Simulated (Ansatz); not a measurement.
Zn:

```
Zn
1.0
     3.77113    0.00000    0.00000
     0.00000    3.77113    0.00000
     0.00000    0.00000    3.77113
Zn
3
Direct
  0.00000 0.50000 0.50000
  0.50000 0.00000 0.50000
  0.50000 0.50000 0.00000
```

The cell was built by a generator and needn't be a form met in nature.

Program: Ansatz 0.2.0. Alike in all runs: task band structure; potentials or basis Ansatz PAW; no spin polarisation; cell as given; k mesh 7 × 7 × 7; smearing fermi-dirac 0.05 eV.

Problem. Order these runs on this cell by their pressure, lowest first.
A. level r2SCAN; cutoff (eV) 500
B. level LDA; cutoff (eV) 420
C. level PBE; cutoff (eV) 420
D. level RPBE; cutoff (eV) 420
E. level BLYP; cutoff (eV) 420

Solution. B (-7.2 GPa), A (-3.8 GPa), C (-0.5 GPa), D (2.1 GPa), E (4.1 GPa).

Caveats: the PAW data sets come from PBE, with cores solved anew for the run's functional, which leaves a small shift of forces and pressure (some runs).
